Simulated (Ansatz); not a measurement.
MoS2 (P-6m2), a vibration from a frozen displacement

Theory: DFT PBEsol, scalar-relativistic, plane waves, PAW in Ansatz 0.2.0. Settings: plane waves to 420 eV, k-mesh 12×12×1 (Γ-centred), Gaussian smearing 0.05 eV. No spin polarisation. Energies are free energies at this smearing, counted from the undisturbed cell; pressure is positive in compression.

The undisturbed cell (relaxed at this level; this form isn't the usual structure):

```yaml
crystal:
  lattice:
    - [3.14073, 0.00000, 0.00000]
    - [-1.57036, 2.71995, 0.00000]
    - [0.00000, 0.00000, 28.01391]
  atoms:
    - { symbol: Mo, position: [0.66667, 0.33333, 0.00000] }
    - { symbol: Mo, position: [0.33333, 0.66667, 0.77553] }
    - { symbol: Mo, position: [0.33333, 0.66667, 0.22447] }
    - { symbol: S, position: [0.33333, 0.66667, 0.05566] }
    - { symbol: S, position: [0.66667, 0.33333, 0.83120] }
    - { symbol: S, position: [0.66667, 0.33333, 0.28008] }
    - { symbol: S, position: [0.33333, 0.66667, 0.94434] }
    - { symbol: S, position: [0.66667, 0.33333, 0.71992] }
    - { symbol: S, position: [0.66667, 0.33333, 0.16880] }
```

The cell holds layers and no dispersion correction was added, so their binding is poorly described.

Every S atom is moved by x along the Cartesian unit vector (0.000, 0.000, -1.000); the cell and all other atoms stay fixed. The cell's volume is 239.31 Å³; the moved atoms weigh 192.360 u together and the others 287.850 u. Some rows repeat others by symmetry and weren't run.

```
  x (Å)  ΔE (meV/cell) total force on the moved atoms along the move (eV/Å) pressure (GPa)
-0.2000        1845.85                                               18.1075          2.5176
-0.1750        1419.23                                               16.0068          1.9431
-0.1500        1046.17                                               13.8265          1.4392
-0.1250         728.37                                               11.5888          1.0090
-0.1000         467.06                                                9.3101          0.6547
-0.0750         263.09                                                7.0035          0.3778
-0.0500         117.04                                                4.6781          0.1793
-0.0250          29.28                                                2.3416          0.0600
 0.0000           0.00                                                0.0000          0.0202
 0.0250          29.28                                               -2.3416          0.0600
 0.0500         117.04                                               -4.6781          0.1793
 0.0750         263.09                                               -7.0035          0.3778
 0.1000         467.06                                               -9.3101          0.6547
 0.1250         728.37                                              -11.5888          1.0090
 0.1500        1046.17                                              -13.8265          1.4392
 0.1750        1419.23                                              -16.0068          1.9431
 0.2000        1845.85                                              -18.1075          2.5176
```

**Question.** What frequency belongs to this motion?

**Answer.** The force constant is k = −dF/dx = 93.664 eV/Å², from the parabola through x = -0.0250, 0 and 0.0250. In every cell the moved atoms swing against the rest, so the mass is μ = m₁m₂/(m₁ + m₂) = 115.305 u, and ν̃ = 521.5 cm⁻¹ × √(|k|/μ) = 470 cm⁻¹. To first order in x, and within 1 %, the force on every atom lies along the move and, within each of the two groups, in proportion to the atom's mass, so this is itself a mode at the zone centre of this cell, taken without macroscopic field (the transverse frequency in a polar insulator).

**Question.** How far does the harmonic law reach?

**Answer.** At x = -0.200 Å, kx²/2 = 1873.28 meV against the computed 1845.85 meV (-1.5 %): the well is still close to harmonic there.

**Question.** The pressure changes with x². What does that say about the frequency under compression?

**Answer.** With E = k(V)x²/2, k ∝ V^(−2γ) and x scaling with the cell as V^(1/3), P − P0 = −∂E/∂V = (2γ − 2/3) ΔE/V. At x = 0.0500 Å, V(P − P0) = 239.31 × 0.15910 / 160.2 eV = 237.64 meV and ΔE = 117.04 meV, so γ = 1/3 + V(P − P0)/(2ΔE) = 1.35. This is the Grüneisen parameter of the motion under uniform scaling of the cell: shrinking the cell evenly by 1 % in volume raises the frequency by about 1.35 %.

Cost: 9 runs of about 5.8 core-minutes in all, on Intel Xeon Processor @ 2.50GHz (Skylake/Cascade Lake) (shared hosts).

The frequency of 470 cm⁻¹ belongs to a stiff intralayer optical mode in which the sulfur planes move in phase against molybdenum, perpendicular to the layers. Its restoring force comes mainly from the covalent Mo 4d–S 3p bonds: on each metal atom, those on one side shorten while those on the other lengthen. The mirror plane makes opposite displacements equivalent, so odd terms in the energy cancel and the slight softening at large amplitude is of even order. Because all sulfur atoms move together, the spacing between facing sulfur planes doesn't change, and the frequency should therefore depend only weakly on how well the interlayer attraction is described.

The positive Grüneisen parameter fits bonds that stiffen as they shorten, but it refers to even scaling of the bonds and gaps alike. Real hydrostatic pressure would first close the soft interlayer gaps, so the value of 1.35 can't be carried over directly to a measured pressure shift and would probably overestimate the response per unit of volume change.
